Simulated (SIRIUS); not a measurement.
# Ce under changes of volume

One of the cells (34.371 Å³/atom); the others are scaled copies at fixed shape and fractional positions:

```
Ce
1.0
     0.00000    2.58060    2.58060
     2.58060    0.00000    2.58060
     2.58060    2.58060    0.00000
Ce
1
Cartesian
  0.0000 0.0000 0.0000
```

```yaml
Program: SIRIUS 7.12.0
Functional: AM05
Potentials_or_basis: all-electron FP-LAPW
Cutoff: 168 eV
Basis: apw+lo standard
k_mesh: 9 × 9 × 9
Occupations: fermi-dirac, width 0.05 eV
Spin: collinear spin, ferromagnetic start
Starting_moments: "[1.0] μB"
```

| volume (Å³/atom) | energy over the lowest point (meV/atom) | moment (μB per cell) |
| --- | --- | --- |
| 32.309 | 0.00 | 0.00 |
| 32.996 | 32.39 | 0.38 |
| 33.684 | 64.78 | 0.67 |
| 34.371 | 96.49 | 0.81 |
| 35.058 | 127.78 | 0.91 |
| 35.746 | 159.45 | 1.00 |
| 36.433 | ? | ? |

Question: What does the run at 36.433 Å³/atom give?

Answer: Energy over the lowest point 190.95 meV/atom; moment 1.08 μB per cell.

Worked out: A Birch-Murnaghan fit of order 3 (a polynomial in V^(-2/3)) to the other rows has no minimum within the range. It gives 190.79 meV/atom at 36.433 Å³/atom, against the run's 190.95. A parabola through the other rows of the moment, of slope -0.122 μB per Å³/atom there, extrapolates to 0.93 μB, against the run's 1.08. The fit is too stiff a form for this range.

Energies are extrapolated to zero smearing.

Caveats: the magnetic or orbital state may not be the lowest.
